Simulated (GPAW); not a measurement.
A run of GPAW 26.7.0:

run.py

```python
from ase.filters import FrechetCellFilter
from ase.io import read, write
from ase.optimize import BFGS
from gpaw import GPAW, PW, setup_paths

setup_paths.insert(0, '.')

atoms = read('Fe.xyz')
atoms.set_initial_magnetic_moments([3.0])

calc = GPAW(mode=PW(600),
            xc='PBEsol',
            kpts={'size': (10, 10, 10), 'gamma': True},
            occupations={'name': 'fermi-dirac', 'width': 0.05},
            nbands=12,
            convergence={'density': 1e-05, 'forces': 0.0001},
            maxiter=150,
            txt='gpaw.txt')
atoms.calc = calc
opt = BFGS(FrechetCellFilter(atoms), trajectory='relax.traj', logfile='-')
done = opt.run(fmax=0.02, steps=60)
calc.write('gs.gpw')
write('result.traj', atoms)
print('Converged:', done)
print('Cell:', atoms.cell.cellpar().round(4))
print('Volume:', round(atoms.get_volume(), 4))
print(atoms.get_scaled_positions().round(5))
```

The input Fe.xyz:

```xyz
1
Lattice="-1.4430000000 1.4430000000 1.4430000000 1.4430000000 -1.4430000000 1.4430000000 1.4430000000 1.4430000000 -1.4430000000" Properties=species:S:1:pos:R:3 pbc="T T T"
Fe     0.0000000000      0.0000000000      0.0000000000
```

Potentials or basis: PAW data sets generated in the run's folder for this functional, pw.

Command:

```console
$ gpaw-setup -f PBEsol Fe
$ OMP_NUM_THREADS=1 python run.py
```

Hardware: 1 thread of Arm Neoverse V1 (shared host).

Problem. Estimate the wall time of this run.

Solution. Run time: 47 s on 1 thread of Arm Neoverse V1, on a shared host, peak memory 0.16 GiB. Counts: scf iterations 46, plane waves 418, bands 12, k points 47, ion steps 4.
